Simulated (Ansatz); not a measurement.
ZnO (CsCl type), relaxed with r2SCAN, was run in Ansatz under altered settings. All numbers are computed, without spin polarisation but where a row says otherwise.

```xyz
2
Lattice="2.6462 0.0000 0.0000 0.0000 2.6462 0.0000 0.0000 0.0000 2.6462" Properties=species:S:1:pos:R:3 pbc="T T T"
Zn    0.0000    0.0000    0.0000
O     1.3231    1.3231    1.3231
```

The base run's other keys:
```yaml
kpoints:
  mp_grid: { grid: [4, 4, 4] }
hamiltonian:
  xc: hse06
scf:
  occupations: { method: fermi_dirac, width: 0.02 }
  n_extra_bands: 4
```

It takes 20 iterations with 365 plane waves at 420 eV and 10 k points, and leaves a mean stress of +0.05 GPa. The gap over this mesh is 0.879 eV. It ran on 4 threads of Intel(R) Xeon(R) Platinum 8488C (Sapphire Rapids) (shared host).

Outcomes, with energy and stress as changes against the base:

| setting | outcome | ΔF (meV/atom) | Δ mean stress (GPa) | gap on the mesh (eV) | iterations | wall time |
| --- | --- | --- | --- | --- | --- | --- |
| PBE hybrid, exx coeff 0.2, omega 0.5 1/Å | converged | – | +3.2 | 0.094 | 21 | 4.7 s |
| PBE hybrid, exx coeff 0.5, omega 0.1 1/Å | converged | – | -7.3 | 3.328 | 30 | 5.8 s |
| PBE hybrid, exx coeff 0.05, omega 0.2078 1/Å | converged, warned | – | +7.7 | none | 16 | 4.3 s |
| PBE hybrid, exx coeff 0.1, omega 0.2078 1/Å | converged, warned | – | +6.2 | none | 15 | 4 s |
| scf.convergence.dr2_threshold: 0.0001 | converged, warned | 0.0 | 0.0 | 0.879 | 21 | 4.4 s |

A dash marks a value that wasn't obtained or can't be compared. Stress is positive in compression. The base took 4.5 s.

- PBE hybrid, exx coeff 0.2, omega 0.5 1/Å. That is 20 % exact exchange, screened with ω = 0.5 1/Å, against HSE06's 25 % screened at 0.208 1/Å. The mean stress moves by +3.2 GPa and the gap on the mesh by -0.785 eV (to 0.094). Totals of different functionals aren't comparable.
- PBE hybrid, exx coeff 0.5, omega 0.1 1/Å. That is 50 % exact exchange, screened with ω = 0.1 1/Å, against HSE06's 25 % screened at 0.208 1/Å. The mean stress moves by -7.3 GPa and the gap on the mesh by +2.449 eV (to 3.328). Totals of different functionals aren't comparable. The program warns that on this mesh the truncation of the exchange isn't bounded, so part of the change can be an error of the mesh.
- PBE hybrid, exx coeff 0.05, omega 0.2078 1/Å. That is 5 % exact exchange, screened with ω = 0.2078 1/Å, against HSE06's 25 % screened at 0.208 1/Å. The mean stress moves by +7.7 GPa and the gap on the mesh by -1.243 eV (no gap is left). Totals of different functionals aren't comparable. Warned: filled band counts differ across k points.
- PBE hybrid, exx coeff 0.1, omega 0.2078 1/Å. That is 10 % exact exchange, screened with ω = 0.2078 1/Å, against HSE06's 25 % screened at 0.208 1/Å. The mean stress moves by +6.2 GPa and the gap on the mesh by -0.991 eV (no gap is left). Totals of different functionals aren't comparable. The program warns that on this mesh the truncation of the exchange isn't bounded, so part of the change can be an error of the mesh. Warned: filled band counts differ across k points.
- scf.convergence.dr2_threshold: 0.0001. It converges in 21 iterations against the base's 20. Even so loose a threshold leaves the results unchanged here, which can't be counted on. Warned: force scf threshold loose.

Within 1 meV an atom, 0.1 GPa and 0.005 eV of the base stay: scf.convergence.dr2_threshold: 0.0001.

The meshes of the hybrids are coarse, so their gaps aren't converged to the digits shown.
